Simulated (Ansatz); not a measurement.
Input deck for Ansatz 0.2.0, then the block of the output on the nuclei.

The cell is an entry of the Crystallography Open Database (COD), relaxed with PBE at fixed cell and then changed (volume scaled by 0.94, ions relaxed).

```yaml
crystal:
  lattice:
    - [0.0, 2.6478212519, 2.6478212519]
    - [2.6478212519, 0.0, 2.6478212519]
    - [2.6478212519, 2.6478212519, 0.0]
  atoms:
    - { symbol: Si, position: [0.25, 0.25, 0.25] }
    - { symbol: Si, position: [0.75, 0.75, 0.75] }
    - { symbol: Ni, position: [0.0, 0.0, 0.0], spin: 1.5 }
magnetization:
  spin_polarized: true
kpoints:
  mp_grid: { grid: [15, 15, 15] }
scf:
  occupations: { method: fermi_dirac, width: 0.05 }
hamiltonian:
  xc: pbe
  pseudopotentials: { kind: paw }
output:
  forces: true
  stress: true
  populations: true
  efg: { quadrupole_moments_barn: { Ni: 0.162 }, contact_densities: true }
relax:
  f_tol: 0.02
  max_steps: 60
```

```sh
ansatz run input.yaml --threads 1 --pin off --max-ram 3072MiB --backend cpu --events-out ev --progress --plain --runs-dir out
```

The run relaxes the ions first, and the block belongs to the relaxed positions.

Of the output, the block on the nuclei alone is shown; the set-up, the SCF iterations, energies, forces and stress are cut.

```
--- PAW observables at the nuclei: V_zz in 10²¹ V/m², potentials from the cell's mean, atoms counted from 1 ---
  atom   1  Si V_zz =    +0.000000   η = 0.0000   by run symmetry: forbidden
            electrostatic potential = -1365.187236 V   contact ρ = 12809.899233 e/Å³   contact ρ_s (e/Å³): all electrons -0.000002, valence -0.000002
  atom   2  Si V_zz =    +0.000000   η = 0.0000   by run symmetry: forbidden
            electrostatic potential = -1365.187236 V   contact ρ = 12809.899233 e/Å³   contact ρ_s (e/Å³): all electrons -0.000002, valence -0.000002
  atom   3  Ni V_zz =    +0.000000   η = 0.0000   by run symmetry: forbidden   C_q = +0.0000 MHz
            electrostatic potential = -3572.022776 V   contact ρ = 130415.685367 e/Å³   contact ρ_s (e/Å³): all electrons +0.000002, valence +0.000000
```

The relaxation (1 step) took 21 s of wall time (21 s of CPU time) and 0.47 GiB at its peak, on 1 thread of Arm Neoverse V1 (aarch64; 8 cores open to the job, memory cap 3.0 GiB, no GPU), a shared host with a load of 0.7 a core.

At this changed cell the PBE pressure is 15 GPa. The start moments die out, and the run ends without spin.
